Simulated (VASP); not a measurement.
# Mg (I4/mmm) in VASP: notebook

The runs below take Mg through equation of state, band structure, with LDA, RPBE+D3.

Program: VASP 6.6.1. These are calculated values, not measurements. Logs are shortened: lines on timing, memory, paths and dates and some standing lists are left out, and cuts for length are marked.

### Step 1. The structure

The structure is tetragonal, space group I4/mmm (No. 139). Conventional cell: a = 3.672 Å, b = 3.672 Å, c = 3.359 Å, α = 90.00°, β = 90.00°, γ = 90.00°. Mg (site symmetry 4/mmm) is surrounded by 10 Mg at 3.09 to 3.36 Å.

This isn't the form of Mg at room conditions, which is hcp.

### Step 2. Equation of state, LDA

run.py reads:

```python
from ase.calculators.vasp import Vasp
from ase.eos import EquationOfState
from ase.io import Trajectory
from ase.io import read
from ase.units import GPa

atoms = read('Mg.xyz')
calc = Vasp(
    directory='calc',
    xc='lda',
    pp='LDA',
    setups='recommended',
    prec='Accurate',
    encut=520,
    ediff=1e-06,
    ismear=0,
    sigma=0.05,
    lreal=False,
    lasph=True,
    nelm=60,
    algo='Normal',
    isif=2,
    lwave=False,
    lcharg=False,
    kpts=[11, 11, 11],
    gamma=True,
)
atoms.calc = calc
cell = atoms.cell.copy()
volumes, energies = [], []
traj = Trajectory('eos.traj', 'w')
for x in [0.94, 0.96, 0.98, 1.0, 1.02, 1.04, 1.06]:
    atoms.set_cell(cell * x ** (1 / 3), scale_atoms=True)
    volumes.append(atoms.get_volume())
    energies.append(atoms.get_potential_energy())
    traj.write(atoms)
    print(f'{x:5.2f} {volumes[-1]:12.5f} {energies[-1]:14.6f}')

v0, e0, B = EquationOfState(volumes, energies, eos='birchmurnaghan').fit()
print(f'V0 = {v0:.4f} A^3, E0 = {e0:.6f} eV, B = {B / GPa:.2f} GPa')
```

Mg.xyz reads:

```xyz
1
Lattice="-1.8359916300 1.8359916300 1.6794040200 1.8359916300 -1.8359916300 1.6794040200 1.8359916300 1.8359916300 -1.6794040200" Properties=species:S:1:pos:R:3 pbc="T T T"
Mg     0.0000000000      0.0000000000      0.0000000000
```

Potentials or basis: VASP PAW LDA potentials, release 64 (Mg).

Command:

```
> python run.py
```

The program printed:

```text
0.94     21.28553      -1.781795
 0.96     21.73841      -1.781691
 0.98     22.19130      -1.779328
 1.00     22.64418      -1.774930
 1.02     23.09706      -1.768701
 1.04     23.54995      -1.760826
 1.06     24.00283      -1.751473
V0 = 21.4906 A^3, E0 = -1.782044 eV, B = 40.21 GPa
```

OUTCAR:

```text
ENCUT = 520.000000
   EDIFF = 1.00e-06
   PREC = Accurate
   ISIF = 2
   ISMEAR = 0
   NELM = 60
   LASPH = .TRUE.
   LREAL = .FALSE.

 ion  position               nearest neighbor table
   1  0.000  0.000  0.000-

  LATTYP: Found a body centered tetragonal cell.
 ALAT       =     3.7440012156
 C/A-ratio  =     0.9147122419

  Lattice vectors:

 A1 = (  -1.8720006078,   1.8720006078,   1.7123418728)
 A2 = (   1.8720006078,  -1.8720006078,   1.7123418728)
 A3 = (   1.8720006078,   1.8720006078,  -1.7123418728)

Analysis of symmetry for initial positions (statically):
=====================================================================
 Subroutine PRICEL returns:
 Original cell was already a primitive cell.

 Routine SETGRP: Setting up the symmetry group for a
 body centered tetragonal supercell.

 Subroutine GETGRP returns: Found 16 space group operations
 (whereof 16 operations were pure point group operations)
 out of a pool of 16 trial point group operations.

The static configuration has the point symmetry D_4h.

Analysis of symmetry for dynamics (positions and initial velocities):
=====================================================================
 Subroutine PRICEL returns:
 Original cell was already a primitive cell.

 Routine SETGRP: Setting up the symmetry group for a
 body centered tetragonal supercell.

 Subroutine GETGRP returns: Found 16 space group operations
 (whereof 16 operations were pure point group operations)
 out of a pool of 16 trial point group operations.

The dynamic configuration has the point symmetry D_4h.

 Subroutine INISYM returns: Found 16 space group operations
 (whereof 16 operations are pure point group operations),
 and found     1 'primitive' translations

----------------------------------------------------------------------------------------

                                     Primitive cell

  volume of cell :      24.0028

  direct lattice vectors                    reciprocal lattice vectors
    -1.872000608  1.872000608  1.712341873     0.000000000  0.267093930  0.291997765
     1.872000608 -1.872000608  1.712341873     0.267093930  0.000000000  0.291997765
     1.872000608  1.872000608 -1.712341873     0.267093930  0.267093930  0.000000000

  length of vectors
     3.152917259  3.152917259  3.152917259     0.395729532  0.395729532  0.377727859

  position of ions in fractional coordinates (direct lattice)
     0.000000000  0.000000000  0.000000000

  ion indices of the primitive-cell ions
   primitive index   ion index
                 1           1

----------------------------------------------------------------------------------------

 KPOINTS: KPOINTS created by Atomic Simulation Env

Automatic generation of k-mesh.
 Grid dimensions read from file:
 generate k-points for:   11   11   11

 Generating k-lattice:

  Cartesian coordinates                     Fractional coordinates (reciprocal lattice)
     0.000000000  0.024281266  0.026545251     0.090909091  0.000000000  0.000000000
     0.024281266  0.000000000  0.026545251     0.000000000  0.090909091  0.000000000
     0.024281266  0.024281266  0.000000000     0.000000000  0.000000000  0.090909091

  Length of vectors
     0.035975412  0.035975412  0.034338896

  Shift w.r.t. Gamma in fractional coordinates (k-lattice)
     0.000000000  0.000000000  0.000000000

 Subroutine IBZKPT returns following result:
 ===========================================

 Found    126 irreducible k-points:

 Following reciprocal coordinates:
            Coordinates               Weight
  0.000000  0.000000  0.000000      1.000000
  0.090909 -0.000000  0.000000      8.000000
  0.181818 -0.000000  0.000000      8.000000
  0.272727  0.000000  0.000000      8.000000
  0.363636  0.000000  0.000000      8.000000
  0.454545  0.000000  0.000000      8.000000
[... 42 lines left out ...]
 -0.090909  0.181818  0.090909      8.000000
  0.272727  0.272727  0.090909      8.000000
 [... further k-points ...]
   k-points           NKPTS =    126   k-points in BZ     NKDIM =    126   number of bands    NBANDS=      5
   number of dos      NEDOS =    301   number of ions     NIONS =      1
   total plane-waves  NPLWV =  13824
   dimension x,y,z NGX =    24 NGY =   24 NGZ =   24
   dimension x,y,z NGXF=    48 NGYF=   48 NGZF=   48
   ions per type =               1
   NGX,Y,Z   is equivalent  to a cutoff of  12.65, 12.65, 12.65 a.u.
   NGXF,Y,Z  is equivalent  to a cutoff of  25.31, 25.31, 25.31 a.u.
 SYSTEM =  unknown system
   PREC   = accura    normal or accurate (medium, high low for compatibility)
   ISTART =      0    job   : 0-new  1-cont  2-samecut
   ICHARG =      2    charge: 1-file 2-atom 10-const
   ISPIN  =      1    spin polarized calculation?
   LNONCOLLINEAR =      F non collinear calculations
   LSORBIT =      F    spin-orbit coupling
   LASPH  =      T    aspherical Exc in radial PAW
   ENCUT  =  520.0 eV  38.22 Ry    6.18 a.u.   5.86  5.86  5.86*2*pi/ulx,y,z
   NELM   =     60;   NELMIN=  2; NELMDL=  0     # of ELM steps
   EDIFF  = 0.1E-05   stopping-criterion for ELM
   LREAL  =      F    real-space projection
   EDIFFG = 0.1E-04   stopping-criterion for IOM
   NSW    =      0    number of steps for IOM
   IBRION =     -1    ionic relax: 0-MD 1-quasi-New 2-CG
   NFREE  =      0    steps in history (QN), initial steepest desc. (CG)
   ISIF   =      2    stress and relaxation
   ISYM   =      2    0-nonsym 1-usesym 2-fastsym
   POTIM  = 0.5000    time-step for ionic-motion
   TEBEG  =    0.0;   TEEND  =   0.0 temperature during run
   PSTRESS=    0.0 pullay stress
   NELECT =       2.0000    total number of electrons
   NUPDOWN=      -1.0000    fix difference up-down
   EMIN   =  10.00;   EMAX   =-10.00  energy-range for DOS
   EFERMI =   0.00;   METHOD = LEGACY
   ISMEAR =     0;   SIGMA  =   0.05  broadening in eV -4-tet -1-fermi 0-gaus
   EFERMI_NEDOS =   21; number of points for ismear=-14 and -15
   IALGO  =     38    algorithm
   IMIX   =      4    mixing-type and parameters
     AMIX     =   0.40;   BMIX     =  1.00
     AMIX_MAG =   1.60;   BMIX_MAG =  1.00
  volume/ion in A,a.u.               =      24.00       161.98
  Fermi-wavevector in a.u.,A,eV,Ry     =   0.715041  1.351231  6.956428  0.511283
  Thomas-Fermi vector in A             =   1.803098
   LORBIT       =      0    0 simple, 1 ext, 2 COOP (PROOUT), +10 PAW based schemes
   GGA     = CA    functional components
   LHFCALC =     F    Hartree Fock is set to
   AEXX    =    0.0000 exact exchange contribution
   IVDW    =     0    specifies the selected vdW correction
   LEPSILON=     F    determine dielectric tensor
   LRPA    =     F    only Hartree local field effects (RPA)
 non-spin polarized calculation
 Gauss-broadening in eV      SIGMA  =   0.05
  energy-cutoff  :      520.00
  volume of cell :       24.00
 maximum number of plane-waves:       656
   NGX = 11   NGY = 11   NGZ = 11

 number of electron       2.0000000 magnetization

 Free energy of the ion-electron system (eV)
  ---------------------------------------------------
  ext. energy  EPLUGINS =         0.00000000
  ---------------------------------------------------
  free energy    TOTEN  =        -1.75164050 eV

  energy without entropy =       -1.75130636  energy(sigma->0) =       -1.75147343

 E-fermi :   2.2733     XC(G=0):  -8.5394

 val. band max:        2.2301820430   @ k =  -0.3636  -0.3636   0.2727
 cond. band min:       2.3073587422   @ k =   0.4545   0.3636   0.0000
 fundamental gap:      0.0771766992
 Fermi energy:         2.2732801798

 k-point     1 :       0.0000    0.0000    0.0000
  band No.  band energies     occupation
      1      -4.4844      2.00000
      2      13.8139      0.00000
      3      15.5706      0.00000
      4      15.5709      0.00000
      5      15.7914      0.00000

 k-point     2 :       0.0909   -0.0000    0.0000
  band No.  band energies     occupation
      1      -4.2896      2.00000
      2      13.0132      0.00000
      3      13.4787      0.00000
      4      14.5363      0.00000
      5      14.5785      0.00000

 k-point     3 :       0.1818   -0.0000    0.0000
  band No.  band energies     occupation
      1      -3.7071      2.00000
      2      10.3613      0.00000
      3      11.9360      0.00000
      4      13.1311      0.00000
      5      13.4328      0.00000

 k-point     4 :       0.2727    0.0000    0.0000
  band No.  band energies     occupation
      1      -2.7439      2.00000
      2       7.4012      0.00000
      3      11.1009      0.00000
      4      11.9807      0.00000
      5      12.5409      0.00000

 k-point     5 :       0.3636    0.0000    0.0000
  band No.  band energies     occupation
      1      -1.4113      2.00000
      2       4.7219      0.00000
      3      10.5599      0.00000
      4      11.1765      0.00000
      5      11.9462      0.00000

 k-point     6 :       0.4545    0.0000    0.0000
  band No.  band energies     occupation
      1       0.2633      2.00000
      2       2.3717      0.00535
      3      10.3066      0.00000
      4      10.7538      0.00000
      5      11.6524      0.00000
[... 241 lines left out ...]
 k-point    37 :       0.0909    0.0909    0.0909
  band No.  band energies     occupation
      1      -3.3551      2.00000
      2       9.3646      0.00000
      3      10.5472      0.00000
      4      11.0569      0.00000
      5      16.1897      0.00000

 k-point    38 :       0.1818    0.0909    0.0909
  band No.  band energies     occupation
      1      -2.3952      2.00000
      2       7.6286      0.00000
      3       8.5944      0.00000
      4       9.7567      0.00000
      5      15.7179      0.00000

 k-point    39 :       0.2727    0.0909    0.0909
  band No.  band energies     occupation
      1      -1.0675      2.00000
      2       5.0311      0.00000
      3       7.9358      0.00000
      4       8.9535      0.00000
      5      15.2166      0.00000

 k-point    40 :       0.3636    0.0909    0.0909
  band No.  band energies     occupation
      1       0.5989      2.00000
      2       2.7031      0.00000
      3       7.6327      0.00000
      4       8.5433      0.00000
      5      14.9598      0.00000

 [... further k-points ...]
[... 5 lines left out ...]
  --------------------------------------------------------------------------------------
  -------------------------------------------------------------------------------------
  Total       -0.5233009     -0.5233009     -0.5482887      0.0000000      0.0000000      0.0000000
  in kB      -34.9300854    -34.9300854    -36.5980078      0.0000000      0.0000000      0.0000000
  external PRESSURE =     -35.4860595 kB  Pullay stress =       0.0000000 kB

 VOLUME and BASIS-vectors are now :
 -----------------------------------------------------------------------------
  energy-cutoff  :      520.00
  volume of cell :       24.00
      direct lattice vectors                 reciprocal lattice vectors
    -1.872000608  1.872000608  1.712341873     0.000000000  0.267093930  0.291997765
     1.872000608 -1.872000608  1.712341873     0.267093930  0.000000000  0.291997765
     1.872000608  1.872000608 -1.712341873     0.267093930  0.267093930  0.000000000

 POSITION                                       TOTAL-FORCE (eV/Angst)
 -----------------------------------------------------------------------------------
      0.00000      0.00000      0.00000         0.000000      0.000000      0.000000
 -----------------------------------------------------------------------------------
    total drift:                                0.000000      0.000000      0.000000

  FREE ENERGIE OF THE ION-ELECTRON SYSTEM (eV)
  ---------------------------------------------------
  free  energy   TOTEN  =        -1.7516404964 eV

  energy  without entropy=       -1.7513063599  energy(sigma->0) =       -1.75147343
```

INCAR:

```text
ENCUT = 520.000000
SIGMA = 0.050000
EDIFF = 1.00e-06
ALGO = Normal
PREC = Accurate
ISIF = 2
ISMEAR = 0
NELM = 60
LASPH = .TRUE.
LCHARG = .FALSE.
LWAVE = .FALSE.
LREAL = .FALSE.
```

Wall time 84 s (1 thread of Intel Xeon Platinum 8375C at 2.90GHz (Ice Lake), shared host); peak memory 0.13 GiB.

What came out:

```
Equilibrium volume                        : 21.49 Å³/atom
Bulk modulus at fixed shape and positions : 40 GPa
Pressure derivative of the bulk modulus   : 4.1
```

Energy against volume, from the lowest point:
```tsv
volume (Å³/atom)	energy (meV/atom)
21.286	0.00
21.738	0.10
22.191	2.47
22.644	6.86
23.097	13.09
23.550	20.97
24.003	30.32
```

Caveat: the cell was scaled at fixed shape and fractional positions, which overstates the stiffness of a crystal with free parameters, most of all of layers and chains.

### Step 3. Band structure, RPBE+D3

run.py reads:

```python
from ase.calculators.vasp import Vasp
from ase.dft.bandgap import bandgap
from ase.spacegroup import crystal

atoms = crystal(
    ['Mg'],
    basis=[[0.0, 0.0, 0.0]],
    spacegroup=139,
    setting=1,
    cellpar=[3.67198326, 3.67198326, 3.35880804, 90.0, 90.0, 90.0],
    primitive_cell=True,
)
calc = Vasp(
    directory='calc',
    xc='rpbe',
    pp='PBE',
    setups='minimal',
    prec='Accurate',
    encut=500,
    ediff=1e-06,
    ismear=0,
    sigma=0.1,
    lreal=False,
    lasph=True,
    nelm=80,
    algo='Normal',
    isif=2,
    lwave=False,
    lcharg=True,
    ivdw=11,
    kpts=[11, 11, 11],
    gamma=True,
)
atoms.calc = calc

print('energy (eV):', atoms.get_potential_energy())
print('free energy (eV):', atoms.get_potential_energy(force_consistent=True))
efermi = calc.get_fermi_level()
print('Fermi level (eV):', efermi)
path = atoms.cell.bandpath(npoints=40, eps=1e-4)
print('path:', path.path)
calc.set(kpts=path.kpts, reciprocal=True, icharg=11, isym=0, lcharg=False)
calc.calculate(atoms)
print('gap on the path (eV):', bandgap(calc, efermi=efermi)[0])
print('direct gap on the path (eV):', bandgap(calc, efermi=efermi, direct=True)[0])
```

Potentials or basis: VASP PAW PBE potentials, release 64 (Mg).

Command:

```
> python run.py
```

Run time: 16 s. Hardware: 1 thread of Intel Xeon Platinum 8488C (Sapphire Rapids), shared host; peak memory 0.13 GiB.

The run converged. Its results:

| Item | Value |
| --- | --- |
| Band gap along the path | none (metal or under the smearing width) |
| Dispersion energy per atom | -0.362 eV |

Levels at the corners of the path, in eV from the Fermi level:
```csv
point,band 1,band 2,band 3,band 4
Γ,-7.04,11.96,13.83,13.83
X,-1.81,-1.33,9.79,10.58
M,3.20,3.20,3.51,4.11
Γ,-7.04,11.96,13.83,13.83
Z,3.26,3.28,3.28,3.60
P,1.03,1.25,1.25,3.21
N,-1.41,-0.68,8.16,9.03
Z1,3.26,3.28,3.28,3.60
M,3.20,3.20,3.51,4.11
X,-1.81,-1.33,9.79,10.58
P,1.03,1.25,1.25,3.21
```

Caveat: the log is that of the step along the path at fixed density, whose energy, stress, charges and moments have no meaning; the PAW data sets were made with another functional, which shifts forces and pressure a little; pairwise dispersion overbinds metals, which lowers pressure and volume.
